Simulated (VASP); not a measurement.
MgO2:

```
Mg O
1.0
     1.60476    0.92651    3.49398
    -1.60476    0.92651    3.49398
     0.00000   -1.85302    3.49398
Mg O
1 2
Direct
  0.00000 0.00000 0.00000
  0.57121 0.57121 0.57121
  0.42879 0.42879 0.42879
```

The cell comes from a database or a generator and needn't be the stable form of this composition.

Base run:

* Program: VASP 6.6.1
* Functional: TB-mBJ
* Potentials or basis: VASP PAW PBE potentials, release 64 (Mg, O)
* Cutoff: 520 eV
* k mesh: 10 × 10 × 10
* Occupations: gaussian, width 0.02 eV
* Spin: no spin polarisation

Its results: band gap on the k mesh 4.75 eV, direct.

Question: The run is repeated on the same cell with these changes: functional from TB-mBJ to r2SCAN. What comes out?

Answer: Band gap on the k mesh 2.92 eV, direct.
